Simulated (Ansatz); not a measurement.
**ZnS with hydrogen replacing S: do the settings matter for the field gradients?**

Cell: a supercell of ZnS (wurtzite type, P6_3mc) built from an entry of the Crystallography Open Database (COD), with all atoms left at the host's positions.

```
Zn H S
1.0
     7.62200    0.00000    0.00000
    -5.71650    9.90127    0.00000
     0.00000    0.00000   12.46800
Zn H S
24 1 23
Cartesian
  0.0000 2.2003 0.0000
  0.0000 2.2003 6.2340
  -1.9055 5.5007 0.0000
  -1.9055 5.5007 6.2340
  -3.8110 8.8011 0.0000
  -3.8110 8.8011 6.2340
  3.8110 2.2003 0.0000
  3.8110 2.2003 6.2340
  1.9055 5.5007 0.0000
  1.9055 5.5007 6.2340
  0.0000 8.8011 0.0000
  0.0000 8.8011 6.2340
  1.9055 1.1001 3.1170
  1.9055 1.1001 9.3510
  0.0000 4.4006 3.1170
  0.0000 4.4006 9.3510
  -1.9055 7.7010 3.1170
  -1.9055 7.7010 9.3510
  5.7165 1.1001 3.1170
  5.7165 1.1001 9.3510
  3.8110 4.4006 3.1170
  3.8110 4.4006 9.3510
  1.9055 7.7010 3.1170
  1.9055 7.7010 9.3510
  0.0000 2.2003 2.4001
  0.0000 2.2003 8.6341
  -1.9055 5.5007 2.4001
  -1.9055 5.5007 8.6341
  -3.8110 8.8011 2.4001
  -3.8110 8.8011 8.6341
  3.8110 2.2003 2.4001
  3.8110 2.2003 8.6341
  1.9055 5.5007 2.4001
  1.9055 5.5007 8.6341
  0.0000 8.8011 2.4001
  0.0000 8.8011 8.6341
  1.9055 1.1001 5.5171
  1.9055 1.1001 11.7511
  0.0000 4.4006 5.5171
  0.0000 4.4006 11.7511
  -1.9055 7.7010 5.5171
  -1.9055 7.7010 11.7511
  5.7165 1.1001 5.5171
  5.7165 1.1001 11.7511
  3.8110 4.4006 5.5171
  3.8110 4.4006 11.7511
  1.9055 7.7010 5.5171
  1.9055 7.7010 11.7511
```

Sites (sets of like atoms) are named by element and the number of their first atom in this list.

Reference run. Computed with Ansatz: DFT, PBE, plane waves and PAW, scalar-relativistic, collinear spin, 420 eV cutoff, Γ-centred 3×2×2 k-points, Fermi–Dirac smearing 0.01 eV. Start moments as typed (μB): 1 on each H, none on the rest.

(1) The input is changed as follows: `scf.convergence.dr2_threshold`: not typed → 1e-08; `hamiltonian.xc`: pbe → pbesol. What happens to V_zz (10²¹ V/m²) and η?

Results:

(1) 

```csv
site,atom,V_zz reference,η reference,V_zz changed,η changed
Zn1,1,9.01,0.01,8.88,0.01
Zn13,13,5.19,0.46,5.21,0.45
Zn15,15,6.35,0.42,6.29,0.42
Zn16,16,2.24,0.01,2.20,0.01
Zn19,19,5.65,0.44,5.69,0.43
H,25,-0.043,0.59,-0.039,0.55
S27,27,2.07,0.43,2.05,0.44
S31,31,2.96,0.23,2.93,0.23
S32,32,-0.49,0.45,-0.44,0.52
S37,37,1.03,0.50,1.04,0.45
S38,38,1.83,0.30,1.79,0.28
S43,43,1.12,0.37,1.15,0.32
```

The largest change of V_zz is on Zn1, from 9.01 to 8.88. In per cent, |V_zz| changes by -2 to +1 on Zn, -1 on S (all sites that start above 2). The table leaves out 36 of the 48 sites, with |V_zz| up to 2.25; their tensors move by 0.06 at most along any direction. The statements above cover all sites. SCF iterations: 15 and 15. New warnings: seeded moment not kept, stress scf threshold loose.

On the reference run: The defect repeats with the cell of 48 atoms, so it feels its images: sites between two images don't show the values beside a lone defect, and zeros or small values of η there can come from the images' arrangement. S and Zn carry a gradient in the pure host already, so the values there aren't the defect's effect alone. The shape of the repeated cell lowers the symmetry of the defect's site from 3m to 1, so η and the spread among like neighbours partly reflect the cell. The defect cell has no gap above 0.1 eV on its mesh, so the values can hang on the smearing and the k-mesh. The run lost most of its start moments on H; a state with other moments may lie lower. The neighbours have not yet relaxed around the defect (largest force 0.51 eV/Å), and relaxing can change the values around it severalfold.
